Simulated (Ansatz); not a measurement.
# SnSe: LAPW beside PAW

Aim: solve SnSe at one geometry with full-potential LAPW, frozen-core PAW and datasets made for this crystal, and see where they agree.

Program: Ansatz 0.2.0. Level of theory: DFT PBE, scalar-relativistic. These are calculated values, not measurements.

1 further run of the same task is left out (set aside as unsound or not needed).

**1. Starting point**

Symmetry: P6_3mc, No. 186, hexagonal system. Conventional cell: a = 5.110 Å, b = 5.110 Å, c = 6.165 Å, α = 90.00°, β = 90.00°, γ = 120.00°. Around Sn (site symmetry 3m) lie 5 Se at 2.87 to 3.30 Å. Se (site symmetry 3m) is surrounded by 5 Sn at 2.87 to 3.30 Å.

Coordinates:

```cif
data_structure
_symmetry_space_group_name_H-M 'P 1'
_symmetry_Int_Tables_number 1
_cell_length_a 5.1099
_cell_length_b 5.1099
_cell_length_c 6.1646
_cell_angle_alpha 90.000
_cell_angle_beta 90.000
_cell_angle_gamma 120.000
_cell_volume 139.40
loop_
_atom_site_label
_atom_site_type_symbol
_atom_site_fract_x
_atom_site_fract_y
_atom_site_fract_z
_atom_site_occupancy
Sn1 Sn 0.33333 0.66667 0.95541 1
Sn2 Sn 0.66667 0.33333 0.45541 1
Se1 Se 0.33333 0.66667 0.42059 1
Se2 Se 0.66667 0.33333 0.92059 1
```

The cell was relaxed by PAW from a hypothetical start (wurtzite type); it needn't be the stable phase of this composition.

Atoms are numbered in the order of the input: Sn1, Sn2, Se3, Se4.

**2. Full-potential LAPW**

Contents of input.yaml:

```yaml
crystal:
  lattice:
    - [5.1099226455, 0.0, 0.0]
    - [-2.5549613227, 4.4253228224, 0.0]
    - [0.0, 0.0, 6.1646424464]
  atoms:
    - { symbol: Sn, position: [0.3333333333, 0.6666666667, -0.0445924335] }
    - { symbol: Sn, position: [0.6666666667, 0.3333333333, 0.4554075665] }
    - { symbol: Se, position: [0.3333333333, 0.6666666667, 0.4205924335] }
    - { symbol: Se, position: [0.6666666667, 0.3333333333, 0.9205924335] }
kpoints:
  mp_grid: { grid: [11, 11, 6] }
  band_path:
    path:
      - [0.0, 0.0, 0.0]
      - [0.5, 0.0, 0.0]
      - [0.3333333333, 0.3333333333, 0.0]
      - [0.0, 0.0, 0.0]
      - [0.0, 0.0, 0.5]
      - [0.5, 0.0, 0.5]
      - [0.3333333333, 0.3333333333, 0.5]
      - [0.0, 0.0, 0.5]
      - [0.5, 0.0, 0.5]
    npoints: 8
scf:
  occupations: { method: fermi_dirac, width: 0.08 }
hamiltonian:
  xc: pbe
  pseudopotentials: { kind: all_electron, lapw: { basis_error: 0.001 } }
output:
  forces: true
  stress: true
  eigenvalues: true
  fatbands: true
  populations: true
  dos: { projected: true, de: 0.2, e_range: [-14, 8] }
```

**3. Frozen-core PAW**

input.yaml, as its differences from that of step 2:

```diff
@@ -28,3 +28,3 @@
   xc: pbe
-  pseudopotentials: { kind: all_electron, lapw: { basis_error: 0.001 } }
+  pseudopotentials: { kind: paw }
 output:
@@ -33,4 +33,5 @@
   eigenvalues: true
-  fatbands: true
+  efg: { contact_densities: true }
   populations: true
+  bader: true
   dos: { projected: true, de: 0.2, e_range: [-14, 8] }
```

**4. Datasets made for this crystal**

input.yaml, as its differences from that of step 3:

```diff
@@ -28,3 +28,3 @@
   xc: pbe
-  pseudopotentials: { kind: paw }
+  pseudopotentials: { kind: all_electron, datasets: crystal }
 output:
@@ -34,4 +34 @@
   efg: { contact_densities: true }
-  populations: true
-  bader: true
-  dos: { projected: true, de: 0.2, e_range: [-14, 8] }
```

(Steps that only read results are left out.)

Q: Predict the outcome of this session. Wanted: pressure; gap; Bader charges.

As calculated:

```
           quantity                                           value
           pressure  LAPW 0.01, PAW 0.01, crystal datasets 0.00 GPa
         gap (LAPW)                            0.73 eV, direct at H
Bader charges (PAW)                          Sn1 +0.85, Se3 -0.85 e
```

The pressure is within half a GPa of zero, so the volume is close to equilibrium at this level. The gap is 0.73 eV, direct at H. It is the Kohn-Sham gap of a semilocal functional, which mostly lies below the gap found in experiment. The top eV of the valence band is mostly Se 4p (59 % of the projected weight). The projection holds only the free atom's occupied shells (Sn 5s, Sn 5p, Se 4s, Se 4p in this range). The field gradient at Sn1, the largest by crystal datasets, is -1.92 by PAW and -1.96 by crystal datasets (10²¹ V/m²), within 5 %. Spin–orbit coupling is left out, which moves gradients at and beside heavy atoms by some per cent and at worst by a factor of two. PAW lies less than 0.01 GPa from LAPW in pressure and less than 0.01 eV in the gap. LAPW took about 2.5 times as long as PAW (2.7 min against 64 s, on a shared host and with the outputs that each input asks for).
